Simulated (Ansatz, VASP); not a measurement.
# EuS in VASP and in Ansatz

Contents of INCAR:

```
SYSTEM = EuS
ALGO = Normal
EDIFF = 1E-7
ENCUT = 520
GGA = PS
ISIF = 2
ISMEAR = -1
ISPIN = 2
LASPH = .True.
LCHARG = .False.
LMAXMIX = 6
LORBIT = 11
LREAL = .False.
LWAVE = .False.
MAGMOM = 7 0
NBANDS = 22
NELM = 150
PREC = Accurate
SIGMA = 0.05
```

The input KPOINTS:

```
k-points
0
Gamma
  8 8 8
  0 0 0
```

File POSCAR:

```
EuS
1.0
    0.0000000000      3.0369167916      3.0369167916
    3.0369167916      0.0000000000      3.0369167916
    3.0369167916      3.0369167916      0.0000000000
Eu S
1 1
Direct
    0.0000000000      0.0000000000      0.0000000000
    0.5000000000      0.5000000000      0.5000000000
```

The input input.yaml:

```yaml
crystal:
  lattice:
    - [0.0, 3.0369167916, 3.0369167916]
    - [3.0369167916, 0.0, 3.0369167916]
    - [3.0369167916, 3.0369167916, 0.0]
  atoms:
    - { symbol: Eu, position: [0.0, 0.0, 0.0], spin: 7.0 }
    - { symbol: S, position: [0.5, 0.5, 0.5] }
hamiltonian:
  xc: pbesol
  pseudopotentials: { kind: paw }
magnetization:
  spin_polarized: true
kpoints:
  mp_grid: { grid: [8, 8, 8] }
scf:
  occupations: { method: fermi_dirac, width: 0.05 }
output:
  forces: true
  stress: true
  eigenvalues: true
```

Change from the starting cell: volume scaled by 1.06.

Alike in both runs: task single point; functional PBEsol; k mesh 8 × 8 × 8; occupations fermi-dirac, width 0.05 eV; collinear spin, ferromagnetic start.

|  | VASP | Ansatz |
| --- | --- | --- |
| version | VASP 6.6.1 | Ansatz 0.2.0 |
| potentials or method | VASP PAW PBE potentials, release 64 (Eu, S) | Ansatz PAW |
| plane-wave cutoff (eV) | 520 | 420 |
| valence electrons in the cell | 23 | 23 |

Ansatz gave:

```
gap on the k mesh at the Fermi level (eV)                     : none
pressure (GPa)                                                : -7.2
net moment per atom (μB)                                      : 3.49
size of the moment on the site where the two differ most (μB) : 6.78
```

**Question.** What did VASP give for the same quantities?

**Answer.** gap on the k mesh at the Fermi level (eV): none; pressure (GPa): -7.5; net moment per atom (μB): 3.49; size of the moment on the site where the two differ most (μB): 6.61.

Site moments also hang on the region over which each program counts them. A gap of «none» marks a metal or a gap that the smearing closes.

Caveats: spin-orbit coupling is left out, which moves the levels of the heavy elements; a cell with one magnetic atom can't hold antiferromagnetic order, which such compounds often take; without U or exact exchange the open f shell lies at the Fermi level, which spoils levels, moments and volumes; the PAW data sets were made with another functional, which shifts forces and pressure a little (VASP); the PAW data sets come from PBE, with cores solved anew for the run's functional, which leaves a small shift of forces and pressure (Ansatz). The state reached can hang on the start; a lower one may exist.
